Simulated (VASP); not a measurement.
Input of a VASP 6.6.1 run:

File INCAR:

```
  ALGO = Fast
  EDIFF = 1E-6
  ENCUT = 520
  GGA = PE
  ISIF = 2
  ISMEAR = -1
  IVDW = 12
  LASPH = T
  LCHARG = T
  LELF = T
  LREAL = Auto
  LVHAR = T
  LWAVE = F
  NBANDS = 72
  NELM = 80
  PREC = Accurate
  SIGMA = 0.05
```

KPOINTS

```
k-points
0
Gamma
  1 1 1
```

Contents of POSCAR:

```
H22CO12
1.0
    6.6221480000      0.0000000000      0.0000000000
    0.0000000000      6.6221480000      0.0000000000
    0.0000000000      0.0000000000      6.6221480000
O H C
12 22 1
Direct
    0.4754650606      0.1440922190      0.4715086404
    0.1869937066      0.6208710527      0.4254510772
    0.5327576490      0.7400468851      0.4272178755
    0.0610677985      0.6498193637      0.8276015577
    0.7183318766      0.1488036812      0.8427023981
    0.7295064985      0.5091097330      0.6386145402
    0.5304925230      0.3642775728      0.1465838577
    0.1458590173      0.2079083705      0.6693598512
    0.6674722462      0.7328437842      1.0164224659
    0.9252435917      0.3359936987      0.2726305724
    0.0450760086      0.9214230790      0.0709890507
    0.3798163375      0.9928953566      0.0878717902
    0.4981616237      0.2544340598      0.3823683796
    0.5157692036      0.0196461933      0.4077075897
    0.0813784289      0.6913013723      0.4968176489
    0.3303308836      0.6805193723      0.4535839429
    0.6271983048      0.6855026496      0.5251317246
    0.5933875232      0.7500436414      0.2908572868
    0.1127579752      0.5194840103      0.7932320449
   -0.0808650003      0.6407135570      0.7910726248
    0.8631036334      0.1760757990      0.8248834064
    0.6855177504      0.1040598911      0.7012528261
    0.7982002214      0.4278521108      0.5354002961
    0.6702659016      0.4142915562      0.7415871708
    0.5524944474      0.2307710429      0.0999071600
    0.6708246327      0.3922292283      0.1602350174
    0.1831731940      0.1149928996      0.7675304146
    0.2585867909      0.2095090596      0.5707815651
    0.6871788429      0.8712429864      0.9792894994
    0.5283331028      0.7191322211      0.9978484323
    1.0578440711      0.4025582032      0.3195035810
    0.9616970204      0.2027438831      0.2454943623
    0.1073065718      0.8229807005     -0.0440793531
    0.1833242024      1.0314176005      0.3280053542
    0.2130879588      0.9855261465      0.1652484964
```

Potentials or basis: VASP PAW PBE potentials, release 64 (O, H, C).

Run with:

```sh
$ cat potpaw_PBE.64/O/POTCAR potpaw_PBE.64/H/POTCAR potpaw_PBE.64/C/POTCAR > POTCAR
$ mpirun -np 1 vasp_gam > vasp.out
```

Problem. What does it give for the largest force?

Solution. 2.965 eV/Å.

Problem. What does it give for the dispersion energy per atom?

Solution. -0.045 eV.

Stress tensor (GPa, compression positive):
```
 5.38 -0.79  1.03
-0.79  6.71 -0.46
 1.03 -0.46  2.64
```

Caveat: the standard files for N, O and F lose accuracy on very short bonds.
